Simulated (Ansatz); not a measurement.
SnO2 in the fluorite structure, relaxed with r2SCAN in Ansatz: space group Fm-3m (No. 225), cubic; conventional cell a = 5.067 Å, 10.84 Å³ an atom. Sn is surrounded by 8 O at 2.19 Å; O is surrounded by 4 Sn at 2.19 Å. It was then strained (isotropic on every length). Unstrained, HSE06 gives 1.684 eV (W → Γ, 6×6×6 mesh), and the band edges keep their places in every row. Stress is positive in compression. The calculation is spin-unpolarised, and the structure need not be a phase that has been made.

```csv
strain (%),ln(V/V₀),"ΔE_g, HSE06 (eV)","Δpressure, r2SCAN (GPa)"
-4.0,-0.1225,+1.479,+37.15
-1.67,-0.0505,+0.594,+12.96
+1.03,+0.0307,-0.350,-6.50
+1.5,+0.0447,-0.504,-9.14
+2.5,+0.0741,-0.824,-14.07
+3.72,+0.1096,-1.199,-19.00
```

**Fit ΔE_g = a x + b x² to these rows by least squares, with x = ln(V/V₀).** The normal equations take Σx² = 3.800e-02, Σx³ = -1.254e-04, Σx⁴ = 4.110e-04, ΣxΔE = -4.369e-01 and Σx²ΔE = 3.445e-03, and give a = -11.48 eV, b = +4.9 eV; the largest residual is 0.002 eV. a is the volume deformation potential of this gap.

**Fit the change of pressure in the same way.** Δpressure = -233.4 x + (563) x² GPa. So B₀ = 233.4 GPa and B′ ≈ 2 × 563/233.4 = 4.8; two terms over so wide a range bias B₀ by a few per cent and B′ by more; the gap's pressure coefficient at zero is −a/B₀ = +49 meV/GPa, with HSE06's a and r2SCAN's B₀.

**Predict the withheld row at -3.0 % (x = -0.0914).** ΔE_g ≈ -11.48 × (-0.0914) + (4.9) × (-0.0914)² = +1.090 eV, and Δpressure ≈ +26.04 GPa. The runs give +1.092 eV and +25.78 GPa, off by +0.002 eV and -0.26 GPa.

Spin-orbit coupling is left out, which matters wherever the heavy atoms make up the band edges.

Where bands overlap the cell is a metal at that level, and these k meshes limit energies, forces and stress. Overlaps of a few tenths of an eV in semilocal functionals can be an artefact that a hybrid or GW lifts.

The meshes of the hybrids are coarse, so their gaps aren't converged to the digits shown.
